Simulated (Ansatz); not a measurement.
BN:

```
N B
1.0
     2.49824    0.00000    0.00000
    -1.24912    2.16354    0.00000
     0.00000    0.00000    6.63570
N B
2 2
Direct
  0.66667 0.33333 0.25000
  0.33333 0.66667 0.75000
  0.66667 0.33333 0.75000
  0.33333 0.66667 0.25000
```

Base run:

- Program: Ansatz 0.2.0
- Functional: PBE
- Potentials or basis: all-electron LAPW, scalar-relativistic
- Cutoff: 480 eV
- Density cutoff: 1921 eV
- Basis error allowed: 0.002 eV/atom
- k mesh: 12 × 12 × 4
- Occupations: fermi-dirac, width 0.05 eV
- Spin: no spin polarisation

Its results: band gap on the k mesh 4.29 eV, indirect (least direct gap 4.66 eV); pressure 5.0 GPa.

The run is repeated on the same cell with these changes: functional from PBE to PBEsol; potentials or basis from all-electron LAPW, scalar-relativistic to all-electron LAPW, non-relativistic. What comes out?

Band gap on the k mesh 4.19 eV, indirect (least direct gap 4.60 eV); pressure 2.3 GPa.

Caveats: this functional lacks dispersion, which binds the layers, so the pressure and a relaxed spacing across them are unreliable.

Not every run made on this cell is shown here.
